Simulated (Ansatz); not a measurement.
# Stack of 1T-PtS2 under 2H-WTe2, unshifted in a perpendicular field, part 2 of 4

What dipole does a perpendicular field induce in the stack of 1T-PtS2 under 2H-WTe2, unshifted, and does the gap follow? A positive field points along +c.

Ansatz 0.2.0; plane-wave DFT, PBEsol-D3(BJ), Ansatz PAW (the session's first sound run).

So far. Step 2 (Relaxing the slab): The lattice constant a goes from 3.560 to 3.476 Å.

## (3) Single point, field 0, start network

A sawtooth potential applies the field, turning back in the middle of the vacuum. With the dipole correction the typed value is the field outside the slab. The induced dipole is small, so the SCF threshold is tight.

The cell differs from the one that the last finished run ended in (c 49.248 → 27.687 Å).

input.yaml reads:

```yaml
crystal:
  lattice:
    - [3.4764904109, 0.0, 0.0]
    - [-1.7382452055, 3.0107290119, 0.0]
    - [0.0, 0.0, 27.6872595376]
  atoms:
    - { symbol: S, position: [0.6666666667, 0.3333333333, 0.3250592565] }
    - { symbol: Pt, position: [0.0, 0.0, 0.3701944889] }
    - { symbol: S, position: [0.3333333333, 0.6666666667, 0.4151700607] }
    - { symbol: Te, position: [0.3333333333, 0.6666666667, 0.5440136067] }
    - { symbol: W, position: [0.0, 0.0, 0.6094923724] }
    - { symbol: Te, position: [0.3333333333, 0.6666666667, 0.6749407435] }
kpoints:
  mp_grid: { grid: [18, 18, 1] }
  band_path:
    path: [[0, 0, 0], [0.5, 0, 0], [0.33333333, 0.33333333, 0], [0, 0, 0]]
    npoints: 16
hamiltonian:
  xc: pbesol
  dispersion: d3bj
scf:
  occupations: { method: fermi_dirac, width: 0.05 }
  convergence: { dr2_threshold: 1.0e-10 }
efield:
  axis: 3
  dipole_correction: true
  ramp_position: 0.97
  ramp_width: 0.06
  amplitude: 0
output:
  dos: { projected: true, e_range: [-6, 5] }
  bader: true
  write_potential: true
  write_density: true
  volumetric_format: npy
  elf: true
```

The run is started by

```console
$ ansatz run input.yaml --threads 4 --pin off --max-ram 6144MiB --backend cpu --events-out ev --progress --plain --runs-dir out
```

Numbers of over 12 decimals in the logs are rounded to 6 here.

What it wrote:

```text
[...]
Crystal: 6 atoms, lattice volume = 289.796 Å³
Basis set: ecut = 420 eV, 5691 PW (Γ)
Bands: 46, of which v1, the nominal top of the filled ones, is band 38 counted from 1 (37 counted from 0)
Symmetry: 6 space group operations
[...]
k-points: 37 of 324 (time reversal used)
[...]
SCF iter   1: F=—  HF=-38216.642151 eV  |F-HF|=—  |Δ(HF+E_count)|=         —  Δρ=3.44e-3  dr2=1.84e-1  ethr=1.77e-3  p=0.077 e·Å  D=4.83e-2 V/Å  ΔV_dip=-1.34 eV  dr2_dipole=6.70e-2  V_vac-E_F(+/−)=4.22/5.56 eV  ⟨swp⟩=11.6  Hψ=8359  notcnv=0
efield: sawtooth ramp at fractional position 0.9700 (set: `efield.ramp_position`, or a place that a band, a saddle search or an elastic batch's reference lends), width 0.0600; the density the first Hamiltonian is built on has a dipole p = 0.077 e·Å; the dipole correction subtracts the counter field D = 4.83e-2 V/Å, which shifts the + side's vacuum level by -1.34 eV against the − side's; the planar-averaged density in the ramp window peaks in size at 3.0e-5 e/Å³
[...]
SCF iter   2: F=—  HF=-38216.625184 eV  |F-HF|=—  |Δ(HF+E_count)|=   1.70e-2  Δρ=2.57e-3  dr2=1.06e-1  ethr=2.43e-4  p=0.015 e·Å  D=9.66e-3 V/Å  ΔV_dip=-0.27 eV  dr2_dipole=1.41e-2  V_vac-E_F(+/−)=4.72/4.99 eV  ⟨swp⟩=3.4  Hψ=2801  notcnv=0  defer=57
[...]
SCF iter  17: F=-38216.612192 eV  HF=-38216.612192 eV  |F-HF|=7.28e-12  |Δ(HF+E_count)|=  4.37e-11  Δρ=3.16e-8  dr2=9.44e-12  ethr=1.00e-12  p=0.014 e·Å  D=8.45e-3 V/Å  ΔV_dip=-0.23 eV  dr2_dipole=3.06e-13  V_vac-E_F(+/−)=4.57/4.80 eV  ⟨swp⟩=12.1  Hψ=3827  notcnv=0
SCF 1 converged in 17 iterations: F = -38216.612192 eV  dr2 = 9.44e-12
[...]
NSCF: frozen V_eff on 49 k-points
efield: sawtooth ramp at fractional position 0.9700 (kept from the solve that this one continues, or follows in the run), width 0.0600; the density the first Hamiltonian is built on has a dipole p = 0.014 e·Å; the dipole correction subtracts the counter field D = 8.45e-3 V/Å, which shifts the + side's vacuum level by -0.23 eV against the − side's; the planar-averaged density in the ramp window peaks in size at 3.6e-6 e/Å³
[...]
SCF converged after 17 iterations
Free energy (F): -38216.612192 eV
[...]
Internal energy: -38216.611817 eV  (E = F + TS)
E sigma→0 (E₀):  -38216.612005 eV
Entropy (-TS):   -0.000374 eV (-0.062 meV/atom)
Fermi energy:    2.936964 eV
Dipole field:    D = 0.008452 V/Å  (p = 0.013537 e·Å, saw-weighted, corrected)
Work function:   Φ+ = 4.5697 eV   Φ− = 4.8038 eV
Levels:          The Fermi level and band energies are counted from a zero that moves with the ramp; work functions are not
[...]
--- Band table (eV; the first three rows and the last of 37) ---
  k-point 0: bands = [... 34 lower, 1.1934, 1.9483, 1.9483, 2.2393, 4.7697, 4.7697, 6.0924, 6.0924, ... 4 higher]
  k-point 1: bands = [... 34 lower, 1.3056, 1.8771, 1.9625, 2.2564, 4.5335, 4.7077, 5.8963, 6.0560, ... 4 higher]
  k-point 2: bands = [... 34 lower, 1.3640, 1.6851, 1.9522, 2.2725, 4.0133, 4.5568, 5.4424, 5.5170, ... 4 higher]
  k-point 36: bands = [... 34 lower, 0.5041, 0.6938, 1.0346, 2.7478, 3.5486, 3.5966, 4.0229, 4.8013, ... 4 higher]
--- Bader charges: 6 sites ---
  site symbol  charge [e]  shift [e]
     0      S     -0.2158     0.0064
     1     Pt      0.4262     0.0128
     2      S     -0.2289     0.0064
     3     Te     -0.2840     0.0002
     4      W      0.6059     0.0004
     5     Te     -0.3034     0.0002
  estimated error of the sums over rays = 5.0e-4 e
```

Run time: 34 s. Hardware: 4 threads of Intel Xeon Platinum 8488C (Sapphire Rapids), shared host; peak memory 1 GiB.

This step gave:

```
energy at zero smearing            : -38216.6120 eV
dipole along the normal            : 0.01354 e·Å
gap along the path                 : 0.4709 eV
smallest direct gap along the path : 0.7450 eV
step between the vacuum levels     : -0.2340 eV
ionisation energy, upper face      : 4.759 eV
electron affinity, upper face      : 4.288 eV
ionisation energy, lower face      : 4.993 eV
gap, the smaller of path and mesh  : 0.4709 eV
```

Running mean over a fixed 2.7 Å (it still follows the layers) of the planar mean; the ramp of the sawtooth is left out. Table of electron's electrostatic potential energy less the Fermi level by z:

z (Å), electron's electrostatic potential energy less the Fermi level (eV) and a bar from the least value:
```
        4        4.8 ##############################
        5        4.8 ##############################
        6        4.8 ##############################
        7        4.1 #############################
        8        0.0 #####################
        9       -6.5 #########
       10      -11.1 
       11       -9.6 ###
       12       -3.0 ###############
       13        1.0 #######################
       14        0.9 #######################
       15       -2.5 ################
       16       -6.9 ########
       17       -8.3 #####
       18       -6.2 #########
       19       -1.5 ##################
       20        1.5 ########################
       21        3.9 ############################
       22        4.5 #############################
       23        4.6 ##############################
       24        4.6 ##############################
```

The density of states has structure finer than the step of the table below, so its rows give means over 0.2 eV, whole bins alone (the curve runs from -6 to 2.27 eV). Peaks (eV: height): -3.93: 11.5, -3.68: 11.8, -3.41: 9.30, -2.88: 9.46, -1.97: 9.83, -1.67: 10.1, -1.59: 10.4.

The density of states by energy, zero at the Fermi level of the run, which the smearing sets inside the gap; means over each step:

energy (eV), density of states (states/eV a cell) and a bar:
```
     -5.8        3.7 ##############
     -5.6        5.3 ####################
     -5.4        5.0 ###################
     -5.2        5.4 #####################
     -5.0        5.8 ######################
     -4.8        4.2 ################
     -4.6        1.4 #####
     -4.4        1.7 #######
     -4.2        2.8 ###########
     -4.0        6.5 #########################
     -3.8        6.4 #########################
     -3.6        6.8 ##########################
     -3.4        4.9 ###################
     -3.2        4.7 ##################
     -3.0        4.5 #################
     -2.8        5.1 ####################
     -2.6        5.8 ######################
     -2.4        3.6 ##############
     -2.2        4.7 ##################
     -2.0        6.3 ########################
     -1.8        7.8 ##############################
     -1.6        7.5 #############################
     -1.4        3.5 #############
     -1.2        2.1 ########
     -1.0        2.6 ##########
     -0.8        2.9 ###########
     -0.6        4.7 ##################
     -0.4        1.1 ####
     -0.2        0.2 #
      0.0        0.0 
      0.2        0.1 
      0.4        3.7 ##############
      0.6        2.4 #########
      0.8        1.9 #######
      1.0        2.8 ###########
      1.2        5.2 ####################
      1.4        6.8 ##########################
      1.6        4.1 ################
      1.8        2.9 ###########
      2.0        5.7 ######################
```

Projected DOS per atom over height of the atomic layer and energy from the Fermi level. Layers: S Pt S Te W Te from below.

Ten even steps from '_' (0.00 states/eV) to '@' (3.39 states/eV), each cell a mean:
```
______::@@::
________++..
------__==..
::::::______
::::::______
____________
____________
______::++..
______..--..
______..::..
==::--::==--
--::--::----
::::::..::..
::::::::--::
......::::::
::%%......::
..==..--::::
______......
__--__......
..==..--::--
--++::......
..--........
```
Columns: height of the atomic layer (Å) from 9 to 18.7 (not evenly spaced); rows upwards: energy from the Fermi level (eV) from -5.96 to 2.23.

The electronic bands at the labelled points (eV, zero at the Fermi level of the run, which the smearing sets inside the gap):

```csv
point,band 35,band 36,band 37,band 38,band 39,band 40,band 41,band 42
Γ,-1.74,-0.99,-0.99,-0.70,1.83,1.83,3.16,3.16
halfway,-1.85,-1.39,-1.24,-1.08,0.30,1.35,1.49,2.23
M,-2.64,-1.99,-1.18,-0.55,1.47,1.58,1.77,1.99
halfway,-2.59,-2.36,-1.89,-0.48,0.77,1.22,1.61,2.33
K,-2.43,-2.24,-1.90,-0.19,0.61,0.66,1.09,1.86
halfway,-1.91,-1.65,-1.07,-0.74,0.50,0.75,1.25,1.96
Γ,-1.74,-0.99,-0.99,-0.70,1.83,1.83,3.16,3.16
```

Electrostatic potential energy in the ca plane at fractional y = 0.667, with atoms of S and Te within 0.2 Å of it. With pseudopotentials it is smooth inside the atoms' cores, unlike the true potential.

Ten even steps from '0' (-22 eV) to '9' (8 eV), each cell a mean:
```
99999999999999999998766556889999999988887545
99999999999999999987666446889999999998887535
99999999999999999998777667788999999877777656
99999999999999999999888877535799998522257777
99999999999999999999999874000389986279726888
99999999999999999999999871000179984499934888
99999999999999999999999872000179985399925888
99999999999999999999988876201589997335337888
99999999999999999998887777767899998754577767
```
Columns run along c (16.0 Å, from fractional 0.06 to 0.64 of the cell; values clipped at the 3rd and 97th percentile), rows up along a (3.5 Å). Atoms in or near the plane, at fractional coordinates: S at (0.42, 0.33), Te at (0.54, 0.33).

ELF in the ca plane at fractional y = 0.667, with atoms of S and Te within 0.2 Å of it. It is the smooth field of the valence electrons, not physical close to the nuclei.

Ten even steps from '0' (0.00) to '9' (0.91), each cell a mean:
```
00000000000000013577774333322100002334432222
00000000000000013678874333211000000123321222
00000000000000002456664223444320014555553222
00000000000000000123332235888862047754565323
00000000000000000000001147768993167521245323
00000000000000000000000147305994167400034323
00000000000000000000000147526994167510134323
00000000000000000011111137889982157643455323
00000000000000001245543224677641036665564222
```
Columns run along c (16.0 Å, from fractional 0.06 to 0.64 of the cell), rows up along a (3.5 Å). Atoms in or near the plane, at fractional coordinates: S at (0.42, 0.33), Te at (0.54, 0.33).

Valence density in the ca plane at fractional y = 0.667, with atoms of S and Te within 0.2 Å of it. It is the smooth field of the valence electrons, not physical close to the nuclei.

Ten steps, logarithmic in the rise over the least value, from '0' (0 e/Å³) to '9' (16 e/Å³), each cell a mean:
```
00000000000000000012233333211000000111122232
00000000000000000012333333210000000011112232
00000000000000000012223332221100000122222222
00000000000000000001112223333210001234332222
00000000000000000000001123444321012478742212
00000000000000000000000123414421013699853212
00000000000000000000000123434421013589852212
00000000000000000000111123444310012356532212
00000000000000000011222222322100001223322222
```
Columns run along c (16.0 Å, from fractional 0.06 to 0.64 of the cell), rows up along a (3.5 Å). Atoms in or near the plane, at fractional coordinates: S at (0.42, 0.33), Te at (0.54, 0.33).

The gap is 0.47 eV, with the valence edge 4.76 eV and the conduction edge 4.29 eV under the upper vacuum level. Spin-orbit coupling, left out in this run, matters for the bands of elements this heavy.

## (4) Atoms held, field 0.03 V/Å

input.yaml, as its differences from that of step 3:

```diff
@@ -28,6 +28,4 @@
   ramp_width: 0.06
-  amplitude: 0
+  amplitude: 0.03
 output:
-  dos: { projected: true, e_range: [-6, 5] }
-  bader: true
   write_potential: true
@@ -35,2 +33 @@
   volumetric_format: npy
-  elf: true
```

What it wrote:

```text
[...]
Crystal: 6 atoms, lattice volume = 289.796 Å³
Basis set: ecut = 420 eV, 5691 PW (Γ)
Bands: 46, of which v1, the nominal top of the filled ones, is band 38 counted from 1 (37 counted from 0)
Symmetry: 6 space group operations
[...]
k-points: 37 of 324 (time reversal used)
[...]
k-point 0: bands = [... 34 lower, 1.1836, 1.9623, 1.9623, 2.2516, 4.7598, 4.7598, 6.1065, 6.1065, ... 4 higher]
  k-point 1: bands = [... 34 lower, 1.3000, 1.8910, 1.9771, 2.2679, 4.5237, 4.6978, 5.9107, 6.0712, ... 4 higher]
  k-point 2: bands = [... 34 lower, 1.3570, 1.6991, 1.9678, 2.2826, 4.0034, 4.5469, 5.4585, 5.5305, ... 4 higher]
  k-point 36: bands = [... 34 lower, 0.5056, 0.6830, 1.0397, 2.7614, 3.5403, 3.5859, 4.0368, 4.8152, ... 4 higher]
[key lines of the parts left out:]
SCF converged after 19 iterations
Free energy (F): -38216.612891 eV
Fermi energy:    2.939080 eV
Dipole field:    D = 0.020653 V/Å  (p = 0.033077 e·Å, saw-weighted, corrected)
```

Wall time 28 s (4 threads); peak memory 0.99 GiB.

The dipole is 0.0331 e·Å, 0.0195 e·Å from its value without field, and the gap 0.448 eV.

## (5) Single point, field -0.03 V/Å

input.yaml, as its differences from that of step 4:

```diff
@@ -28,3 +28,3 @@
   ramp_width: 0.06
-  amplitude: 0.03
+  amplitude: -0.03
 output:
```

What it wrote:

```text
[...]
Crystal: 6 atoms, lattice volume = 289.796 Å³
Basis set: ecut = 420 eV, 5691 PW (Γ)
Bands: 46, of which v1, the nominal top of the filled ones, is band 38 counted from 1 (37 counted from 0)
Symmetry: 6 space group operations
[...]
k-points: 37 of 324 (time reversal used)
[...]
k-point 0: bands = [... 34 lower, 1.2036, 1.9340, 1.9340, 2.2267, 4.7798, 4.7798, 6.0779, 6.0779, ... 4 higher]
  k-point 1: bands = [... 34 lower, 1.3117, 1.8627, 1.9474, 2.2446, 4.5436, 4.7178, 5.8815, 6.0403, ... 4 higher]
  k-point 2: bands = [... 34 lower, 1.3714, 1.6707, 1.9362, 2.2623, 4.0234, 4.5669, 5.4258, 5.5033, ... 4 higher]
  k-point 36: bands = [... 34 lower, 0.5023, 0.7050, 1.0298, 2.7338, 3.5571, 3.6075, 4.0086, 4.7871, ... 4 higher]
[key lines of the parts left out:]
SCF converged after 18 iterations
Free energy (F): -38216.612078 eV
Fermi energy:    2.934742 eV
Dipole field:    D = -0.003726 V/Å  (p = -0.005968 e·Å, saw-weighted, corrected)
```

Run time: 27 s. Hardware: 4 threads; peak memory 0.99 GiB; 1.7 min of CPU time.

The dipole is -0.00597 e·Å, -0.0195 e·Å from its value without field, and the gap 0.495 eV.

## (6) Single point, field 0.15 V/Å

input.yaml, as its differences from that of step 5:

```diff
@@ -26,5 +26,5 @@
   dipole_correction: true
-  ramp_position: 0.97
-  ramp_width: 0.06
-  amplitude: -0.03
+  ramp_position: 0.9668
+  ramp_width: 0.0784
+  amplitude: 0.15
 output:
```

What it wrote:

```text
[...]
Crystal: 6 atoms, lattice volume = 289.796 Å³
Basis set: ecut = 420 eV, 5691 PW (Γ)
Bands: 46, of which v1, the nominal top of the filled ones, is band 38 counted from 1 (37 counted from 0)
Symmetry: 6 space group operations
[...]
k-points: 37 of 324 (time reversal used)
[...]
k-point 0: bands = [... 34 lower, 1.1428, 2.0002, 2.0002, 2.2844, 4.7105, 4.7105, 6.1449, 6.1449, ... 4 higher]
  k-point 1: bands = [... 34 lower, 1.2701, 1.9290, 2.0176, 2.2978, 4.4743, 4.6485, 5.9497, 6.1137, ... 4 higher]
  k-point 2: bands = [... 34 lower, 1.3192, 1.7370, 2.0122, 2.3073, 3.9539, 4.4976, 5.5030, 5.5678, ... 4 higher]
  k-point 36: bands = [... 34 lower, 0.4947, 0.6298, 1.0493, 2.7977, 3.4969, 3.5332, 4.0743, 4.8535, ... 4 higher]
[key lines of the parts left out:]
SCF converged after 19 iterations
Free energy (F): -38216.621571 eV
Fermi energy:    2.933074 eV
Dipole field:    D = 0.069756 V/Å  (p = 0.111715 e·Å, saw-weighted, corrected)
```

Run time: 27 s. Hardware: 4 threads; peak memory 0.99 GiB.

The dipole is 0.112 e·Å, 0.0982 e·Å from its value without field, and the gap 0.364 eV.

## (7) Single point, field 0.25 V/Å

input.yaml, as its differences from that of step 6:

```diff
@@ -28,3 +28,3 @@
   ramp_width: 0.0784
-  amplitude: 0.15
+  amplitude: 0.25
 output:
```

What it wrote:

```text
[...]
Crystal: 6 atoms, lattice volume = 289.796 Å³
Basis set: ecut = 420 eV, 5691 PW (Γ)
Bands: 46, of which v1, the nominal top of the filled ones, is band 38 counted from 1 (37 counted from 0)
Symmetry: 6 space group operations
[...]
k-points: 37 of 324 (time reversal used)
[...]
k-point 0: bands = [... 34 lower, 1.1584, 2.0271, 2.0271, 2.3086, 4.6753, 4.6753, 6.1722, 6.1722, ... 4 higher]
  k-point 1: bands = [... 34 lower, 1.2536, 1.9559, 2.0465, 2.3201, 4.4390, 4.6133, 5.9771, 6.1441, ... 4 higher]
  k-point 2: bands = [... 34 lower, 1.2938, 1.7639, 2.0443, 2.3259, 3.9185, 4.4624, 5.5334, 5.5962, ... 4 higher]
  k-point 36: bands = [... 34 lower, 0.4848, 0.5915, 1.0600, 2.8230, 3.4660, 3.4952, 4.1007, 4.8815, ... 4 higher]
[key lines of the parts left out:]
SCF converged after 20 iterations
Free energy (F): -38216.636045 eV
Fermi energy:    2.928064 eV
Dipole field:    D = 0.111058 V/Å  (p = 0.177860 e·Å, saw-weighted, corrected)
```

It took 29 s on 4 threads; peak memory 0.98 GiB.

The dipole is 0.178 e·Å, 0.164 e·Å from its value without field, and the gap 0.304 eV.

## (8) Single point, field -0.25 V/Å

input.yaml, as its differences from that of step 7:

```diff
@@ -28,4 +28,6 @@
   ramp_width: 0.0784
-  amplitude: 0.25
+  amplitude: -0.25
 output:
+  dos: { projected: true, e_range: [-6, 5] }
+  bader: true
   write_potential: true
@@ -33 +35,2 @@
   volumetric_format: npy
+  elf: true
```

What it wrote:

```text
[...]
Crystal: 6 atoms, lattice volume = 289.796 Å³
Basis set: ecut = 420 eV, 5691 PW (Γ)
Bands: 46, of which v1, the nominal top of the filled ones, is band 38 counted from 1 (37 counted from 0)
Symmetry: 6 space group operations
[...]
k-points: 37 of 324 (time reversal used)
[...]
k-point 36: bands = [... 34 lower, 0.4979, 0.8194, 1.0358, 2.6464, 3.6503, 3.7199, 3.9193, 4.7000, ... 4 higher]
--- Bader charges: 6 sites ---
  site symbol  charge [e]  shift [e]
     0      S     -0.2006     0.0064
     1     Pt      0.4266     0.0129
     2      S     -0.2373     0.0064
     3     Te     -0.2761     0.0002
     4      W      0.6058     0.0004
     5     Te     -0.3184     0.0002
  estimated error of the sums over rays = 5.2e-4 e
[key lines of the parts left out:]
SCF converged after 19 iterations
Free energy (F): -38216.629049 eV
Fermi energy:    2.941089 eV
Dipole field:    D = -0.092474 V/Å  (p = -0.148099 e·Å, saw-weighted, corrected)
```

The job ended after 43 s (4 threads; peak memory 1 GiB; 2.8 min of CPU time).

The dipole is -0.148 e·Å, -0.162 e·Å from its value without field, and the gap 0.683 eV.

(Continued in part 3 of 4.)

[Logs are printed without paths, hosts, clocks, repeated set-up lines and the standing remarks that a program may print on its own settings, such as how far it seeks lower states.]

[Hosts, paths, dates, database ids (printed as entryN), source tags and the programs' standing remarks are cut or masked in the printed files.]

[Maps of the electrostatic potential energy from Ansatz leave out the sawtooth potential of an applied field or a dipole correction, so their vacuum need not be flat; planar profiles and work functions include it.]

[The density of states shown here was stored with 400 of the rows of the run's finer table, so its peaks can read low, often by over a quarter, or be missed, and its means over a window can be off by a tenth or more.]
